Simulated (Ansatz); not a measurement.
InSe:

```
In Se
1.0
     4.04733    0.00000    0.00000
    -2.02366    3.50509    0.00000
     0.00000    0.00000   18.05206
In Se
4 4
Direct
  0.33333 0.66667 0.07739
  0.33333 0.66667 0.92261
  0.00000 0.00000 0.42261
  0.00000 0.00000 0.57739
  0.33333 0.66667 0.35298
  0.33333 0.66667 0.64702
  0.66667 0.33333 0.14700
  0.66667 0.33333 0.85300
```

Measurements of this composition are mostly on another form, of space group No. 160.

```yaml
Program: Ansatz 0.2.0
Task: relaxation of cell and atoms
Functional: BLYP
Dispersion: D4
Potentials_or_basis: Ansatz PAW
Cutoff: "420 eV (not typed: the program's choice for these potentials)"
k_mesh: 8 × 8 × 2
Occupations: fermi-dirac, width 0.05 eV
Spin: no spin polarisation
```

At the start: volume 32.01 Å³/atom.

Question: Where does the relaxation end?

Answer: It ends after 7 steps and the volume is 29.71 Å³/atom (-7.2 %); space group P-6m2 (No. 187, to 0.05 Å).

The path:
```csv
step,energy change (eV),largest force (eV/Å),volume (Å³)
1,0.0000,0.4610,256.09
2,-0.1370,0.3445,251.51
3,-0.2791,0.1510,240.05
4,-0.2925,0.1758,234.45
5,-0.3002,0.0046,238.84
6,-0.3013,0.0072,237.69
7,-0.2993,0.0069,237.69
```

Final structure:
```cif
data_structure
_symmetry_space_group_name_H-M 'P 1'
_symmetry_Int_Tables_number 1
_cell_length_a 4.0965
_cell_length_b 4.0965
_cell_length_c 16.3552
_cell_angle_alpha 90.000
_cell_angle_beta 90.000
_cell_angle_gamma 120.000
_cell_volume 237.69
loop_
_atom_site_label
_atom_site_type_symbol
_atom_site_fract_x
_atom_site_fract_y
_atom_site_fract_z
_atom_site_occupancy
In1 In 0.33333 0.66667 0.08580 1
In2 In 0.33333 0.66667 0.91420 1
In3 In 0.00000 0.00000 0.41422 1
In4 In 0.00000 0.00000 0.58578 1
Se1 Se 0.33333 0.66667 0.33672 1
Se2 Se 0.33333 0.66667 0.66328 1
Se3 Se 0.66667 0.33333 0.16358 1
Se4 Se 0.66667 0.33333 0.83642 1
```

Caveat: the plane-wave basis is chosen anew once the cell has moved, so the energies of steps on either side of that aren't comparable; the PAW data sets come from PBE, with cores solved anew for the run's functional, which leaves a small shift of forces and pressure.
